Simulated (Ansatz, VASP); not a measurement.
## One calculation of GaN, two programs

The input INCAR:

```
SYSTEM = GaN
ALGO = Normal
EDIFF = 1E-6
ENCUT = 520
GGA = PE
ISIF = 2
ISMEAR = 0
LASPH = .TRUE.
LCHARG = .FALSE.
LREAL = .FALSE.
LWAVE = .FALSE.
NBANDS = 16
NELM = 80
PREC = Accurate
SIGMA = 0.05
```

KPOINTS

```
k-points
0
G
  14 14 14
  0 0 0
```

The input POSCAR:

```
GaN
1.0
    0.0000000000      2.1992920500      2.1992920500
    2.1992920500      0.0000000000      2.1992920500
    2.1992920500      2.1992920500      0.0000000000
Ga N
1 1
Direct
    0.0000000000      0.0000000000      0.0000000000
    0.5000000000      0.5000000000      0.5000000000
```

Input for Ansatz:

```yaml
crystal:
  lattice:
    - [0.0, 2.19929205, 2.19929205]
    - [2.19929205, 0.0, 2.19929205]
    - [2.19929205, 2.19929205, 0.0]
  atoms:
    - { symbol: Ga, position: [0.0, 0.0, 0.0] }
    - { symbol: "N", position: [0.5, 0.5, 0.5] }
basis:
  ecutwfc: 420
kpoints:
  mp_grid: { grid: [14, 14, 14] }
hamiltonian:
  xc: pbe
scf:
  occupations: { method: gaussian, width: 0.05 }
output:
  forces: true
  stress: true
  eigenvalues: true
```

Change from the starting cell: strain +0.030 along x and y, +0.030 along z, atoms carried along.

Alike in both runs: task single point; functional PBE; k mesh 14 × 14 × 14; occupations gaussian, width 0.05 eV; no spin polarisation.

```csv
,VASP,Ansatz
version,VASP 6.6.1,Ansatz 0.2.0
potentials or method,"VASP PAW PBE potentials, release 64 (Ga_d, N)","scalar-relativistic, plane waves, PAW"
plane-wave cutoff (eV),520,420
valence electrons in the cell,18,18
```

Ansatz gave:

```
gap on the k mesh at the Fermi level (eV) : none
pressure (GPa)                            : -15.2
```

Estimate VASP's values.

gap on the k mesh at the Fermi level (eV): none; pressure (GPa): -14.6.

A gap of «none» marks a metal or a gap that the smearing closes. The functional is the same, so the differences come from potentials, cutoffs and numerics.
